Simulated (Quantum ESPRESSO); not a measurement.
Write the native input for Quantum ESPRESSO 7.5 that does the following.

```
Task                : band structure
Functional          : PBE
Potentials or basis : PseudoDojo 0.4 FR PBE standard
Cutoff              : 925 eV
Density cutoff      : 3701 eV
k mesh              : 8 × 8 × 8
Occupations         : fermi-dirac, width 0.05 eV
Spin                : spin-orbit coupling, no magnetisation
Mixing beta         : 0.5
Most SCF iterations : 120
SCF threshold       : 2e-10 Ry
```

Crystal: Sr.

```xyz
1
Lattice="0.0000 3.0423 3.0423 3.0423 0.0000 3.0423 3.0423 3.0423 0.0000" Properties=species:S:1:pos:R:3 pbc="T T T"
Sr    0.0000    0.0000    0.0000
```

These files were run (other wordings do the same):

pw.in

```
&CONTROL
  calculation = 'scf'
  prefix = 'pwscf'
  outdir = './tmp'
  pseudo_dir = './pseudo'
  tprnfor = .true.
  tstress = .true.
  disk_io = 'low'
/
&SYSTEM
  ibrav = 0
  A = 4.30253263
  nat = 1
  ntyp = 1
  ecutwfc = 68
  nbnd = 20
  occupations = 'smearing'
  smearing = 'fd'
  degauss = 0.00367493
  noncolin = .true.
  lspinorb = .true.
/
&ELECTRONS
  conv_thr = 2d-10
  electron_maxstep = 120
  mixing_beta = 0.5
/
ATOMIC_SPECIES
Sr    87.6200 Sr.upf
CELL_PARAMETERS alat
   0.0000000000    0.7071067814    0.7071067814
   0.7071067814    0.0000000000    0.7071067814
   0.7071067814    0.7071067814    0.0000000000
ATOMIC_POSITIONS alat
Sr     0.0000000000    0.0000000000    0.0000000000
K_POINTS automatic
8 8 8 0 0 0
```

pp_density.in

```
&INPUTPP
  prefix = 'pwscf'
  outdir = './tmp'
  filplot = 'density.dat'
  plot_num = 0
/
&PLOT
  nfile = 1
  filepp(1) = 'density.dat'
  iflag = 3
  output_format = 6
  fileout = 'density.cube'
/
```

pp_potential.in

```
&INPUTPP
  prefix = 'pwscf'
  outdir = './tmp'
  filplot = 'potential.dat'
  plot_num = 11
/
&PLOT
  nfile = 1
  filepp(1) = 'potential.dat'
  iflag = 3
  output_format = 6
  fileout = 'potential.cube'
/
```

bands.in

```
&CONTROL
  calculation = 'bands'
  prefix = 'pwscf'
  outdir = './tmp'
  pseudo_dir = './pseudo'
  disk_io = 'low'
  verbosity = 'high'
/
&SYSTEM
  ibrav = 0
  A = 4.30253263
  nat = 1
  ntyp = 1
  ecutwfc = 68
  nbnd = 20
  occupations = 'smearing'
  smearing = 'fd'
  degauss = 0.00367493
  noncolin = .true.
  lspinorb = .true.
/
&ELECTRONS
  conv_thr = 1d-08
  electron_maxstep = 120
  mixing_beta = 0.5
  diago_full_acc = .true.
/
ATOMIC_SPECIES
Sr    87.6200 Sr.upf
CELL_PARAMETERS alat
   0.0000000000    0.7071067814    0.7071067814
   0.7071067814    0.0000000000    0.7071067814
   0.7071067814    0.7071067814    0.0000000000
ATOMIC_POSITIONS alat
Sr     0.0000000000    0.0000000000    0.0000000000
K_POINTS crystal
60
 0.0000000000  0.0000000000  0.0000000000 1
 0.0625000000  0.0000000000  0.0625000000 1
 0.1250000000  0.0000000000  0.1250000000 1
 0.1875000000  0.0000000000  0.1875000000 1
 0.2500000000  0.0000000000  0.2500000000 1
 0.3125000000  0.0000000000  0.3125000000 1
 0.3750000000  0.0000000000  0.3750000000 1
 0.4375000000  0.0000000000  0.4375000000 1
 0.5000000000  0.0000000000  0.5000000000 1
 0.5000000000  0.0625000000  0.5625000000 1
 0.5000000000  0.1250000000  0.6250000000 1
 0.5000000000  0.1875000000  0.6875000000 1
 0.5000000000  0.2500000000  0.7500000000 1
 0.4375000000  0.3125000000  0.7500000000 1
 0.3750000000  0.3750000000  0.7500000000 1
 0.3375000000  0.3375000000  0.6750000000 1
 0.3000000000  0.3000000000  0.6000000000 1
 0.2625000000  0.2625000000  0.5250000000 1
 0.2250000000  0.2250000000  0.4500000000 1
 0.1875000000  0.1875000000  0.3750000000 1
 0.1500000000  0.1500000000  0.3000000000 1
 0.1125000000  0.1125000000  0.2250000000 1
 0.0750000000  0.0750000000  0.1500000000 1
 0.0375000000  0.0375000000  0.0750000000 1
 0.0000000000  0.0000000000  0.0000000000 1
 0.0625000000  0.0625000000  0.0625000000 1
 0.1250000000  0.1250000000  0.1250000000 1
 0.1875000000  0.1875000000  0.1875000000 1
 0.2500000000  0.2500000000  0.2500000000 1
 0.3125000000  0.3125000000  0.3125000000 1
 0.3750000000  0.3750000000  0.3750000000 1
 0.4375000000  0.4375000000  0.4375000000 1
 0.5000000000  0.5000000000  0.5000000000 1
 0.5250000000  0.4500000000  0.5250000000 1
 0.5500000000  0.4000000000  0.5500000000 1
 0.5750000000  0.3500000000  0.5750000000 1
 0.6000000000  0.3000000000  0.6000000000 1
 0.6250000000  0.2500000000  0.6250000000 1
 0.5833333333  0.2500000000  0.6666666667 1
 0.5416666667  0.2500000000  0.7083333333 1
 0.5000000000  0.2500000000  0.7500000000 1
 0.5000000000  0.2857142857  0.7142857143 1
 0.5000000000  0.3214285714  0.6785714286 1
 0.5000000000  0.3571428571  0.6428571429 1
 0.5000000000  0.3928571429  0.6071428571 1
 0.5000000000  0.4285714286  0.5714285714 1
 0.5000000000  0.4642857143  0.5357142857 1
 0.5000000000  0.5000000000  0.5000000000 1
 0.4821428571  0.4821428571  0.5357142857 1
 0.4642857143  0.4642857143  0.5714285714 1
 0.4464285714  0.4464285714  0.6071428571 1
 0.4285714286  0.4285714286  0.6428571429 1
 0.4107142857  0.4107142857  0.6785714286 1
 0.3928571429  0.3928571429  0.7142857143 1
 0.3750000000  0.3750000000  0.7500000000 1
 0.6250000000  0.2500000000  0.6250000000 1
 0.5937500000  0.1875000000  0.5937500000 1
 0.5625000000  0.1250000000  0.5625000000 1
 0.5312500000  0.0625000000  0.5312500000 1
 0.5000000000  0.0000000000  0.5000000000 1
```

Potentials or basis: PseudoDojo 0.4 FR PBE standard.

Run with:

```sh
$ OMP_NUM_THREADS=1 pw.x -in pw.in > pw.out
$ OMP_NUM_THREADS=1 pp.x -in pp_density.in > pp_density.out
$ OMP_NUM_THREADS=1 pp.x -in pp_potential.in > pp_potential.out
$ OMP_NUM_THREADS=1 pw.x -in bands.in > bands.out
```

Results of the run:

* Pressure: -0.3 GPa
* Band gap on the k mesh: none (metal or under the smearing width)

Caveat: some levels on the path didn't converge.

It took 4 min on 1 thread of AMD EPYC 7R43 64-Core Processor (Zen 3) (shared host), peak memory 0.17 GiB.
